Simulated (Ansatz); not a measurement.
# SnGe5: the band gap up the ladder of functionals

An exercise on one series of results from a longer session: the logs are not shown, and one member is left open.

The runs shown are made with Ansatz 0.2.0. PAW datasets, plane waves. The cell comes from a prototype generator: it can be a known phase or a hypothetical one. Spin polarisation is off.

### The structure to begin with

The cell was relaxed beforehand with r2SCAN.

Space group P3m1 (No. 156), trigonal; conventional cell a = 4.139 Å, c = 10.073 Å, 24.91 Å³ an atom. Ge has 3 Ge at 2.51 Å and 1 Sn at 2.65 Å; Ge has 4 Ge at 2.46–2.51 Å; Ge has 1 Ge at 2.45 Å and 3 Sn at 2.58 Å; Ge has 4 Ge at 2.45–2.51 Å.

Structure file:

```cif
data_structure
_symmetry_space_group_name_H-M 'P 1'
_symmetry_Int_Tables_number 1
_cell_length_a 4.1393
_cell_length_b 4.1393
_cell_length_c 10.0727
_cell_angle_alpha 90.000
_cell_angle_beta 90.000
_cell_angle_gamma 120.000
_cell_volume 149.46
loop_
_atom_site_label
_atom_site_type_symbol
_atom_site_fract_x
_atom_site_fract_y
_atom_site_fract_z
_atom_site_occupancy
Ge1 Ge 0.00000 0.00000 0.98634 1
Ge2 Ge 0.66667 0.33333 0.66600 1
Ge3 Ge 0.33333 0.66667 0.34710 1
Ge4 Ge 0.66667 0.33333 0.91057 1
Ge5 Ge 0.33333 0.66667 0.59055 1
Sn1 Sn 0.00000 0.00000 0.24943 1
```

The first run:

Input file input.yaml:

```yaml
crystal:
  lattice:
    - [4.1392549181, 0.0, 0.0]
    - [-2.0696274591, 3.5846999118, 0.0]
    - [0.0, 0.0, 10.0727187474]
  atoms:
    - { symbol: Ge, position: [0.0, 0.0, -0.0136608576] }
    - { symbol: Ge, position: [0.6666666667, 0.3333333333, 0.6660039987] }
    - { symbol: Ge, position: [0.3333333333, 0.6666666667, 0.3471034973] }
    - { symbol: Ge, position: [0.6666666667, 0.3333333333, 0.9105678079] }
    - { symbol: Ge, position: [0.3333333333, 0.6666666667, 0.5905532326] }
    - { symbol: Sn, position: [0.0, 0.0, 0.2494323209] }
kpoints:
  mp_grid: { grid: [12, 12, 4] }
  band_path:
    path:
      - [[0.0, 0.0, 0.0], [0.5, -6.994815058046e-18, -2.548396975388e-18], [0.3333333333333, 0.3333333333333, -3.397862633837e-18], [0.0, 0.0, 0.0], [4.201483330777e-36, -2.80002736559e-35, 0.5], [0.5, -7.102416783935e-18, 0.5], [0.3333333333333, 0.3333333333333, 0.5], [4.201483330777e-36, -2.80002736559e-35, 0.5]]
      - [[0.5, -7.102416783935e-18, 0.5], [0.5, -6.994815058046e-18, -2.548396975388e-18]]
      - [[0.3333333333333, 0.3333333333333, 0.5], [0.3333333333333, 0.3333333333333, -3.397862633837e-18]]
    npoints: 10
hamiltonian:
  xc: pbe
scf:
  occupations: { method: fermi_dirac, width: 0.02 }
  n_extra_bands: 5
output:
  forces: true
  stress: true
  eigenvalues: true
```

Launch:

```sh
$ ansatz run input.yaml --threads 4 --pin off --max-ram 6451MiB --backend cpu --events-out ev --progress --plain --runs-dir out
```

Steps of the session up to this table: PBE bands along the symmetry lines; Single point with r2SCAN; HSE06 at the same geometry; PBE+SOC.

One of the session's tables, all rows but one given; the rest of the session is left out.

| level | gap (eV) |
| --- | --- |
| PBE | -0.22 |
| r2SCAN | -0.23 |
| HSE06 | 0.00 |
| PBE+SOC | ? |

Estimate the missing values for PBE+SOC.

**Answer.** gap (eV): -0.03. In the column «gap (eV)» it lies between PBE (-0.22) and HSE06 (0.00).

Meshes: PBE 12×12×4, r2SCAN 12×12×4, HSE06 6×6×2, PBE+SOC 12×12×4

What this shows: Every level leaves the bands touching or overlapping.

Caveats from the session: Warnings in the runs' records: stress scf threshold loose, filled band counts differ across k points, stress exchange threshold loose.
